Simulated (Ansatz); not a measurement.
The system is Pd.

```
Pd
1.0
     0.00000    1.94650    1.94650
     1.94650    0.00000    1.94650
     1.94650    1.94650    0.00000
Pd
1
Direct
  0.00000 0.00000 0.00000
```

```yaml
Program: Ansatz 0.2.0
Task: relaxation of cell and atoms
Functional: PBEsol
Dispersion: D4
Potentials_or_basis: Ansatz PAW
Cutoff: "420 eV (not typed: the program's choice for these potentials)"
k_mesh: 12 × 12 × 12
Occupations: fermi-dirac, width 0.05 eV
Spin: no spin polarisation
```

At the start: volume 14.75 Å³/atom.

Task: Where does the relaxation end?

Result: It ends after 5 steps and the volume is 14.33 Å³/atom (-2.9 %); space group Fm-3m (No. 225, to 0.05 Å).

Step by step:
```
step  energy change (eV)  largest force (eV/Å)  volume (Å³)
   1              0.0000                0.0000        14.75
   2             -0.0029                0.0000        14.00
   3             -0.0080                0.0000        14.35
   4             -0.0080                0.0000        14.33
   5             -0.0079                0.0000        14.33
```

Final structure:
```xyz
1
Lattice="0.0000 1.9278 1.9278 1.9278 0.0000 1.9278 1.9278 1.9278 0.0000" Properties=species:S:1:pos:R:3 pbc="T T T"
Pd    0.0000    0.0000    0.0000
```

Caveat: the plane-wave basis is chosen anew once the cell has moved, so the energies of steps on either side of that aren't comparable; the PAW data sets come from PBE, with cores solved anew for the run's functional, which leaves a small shift of forces and pressure.
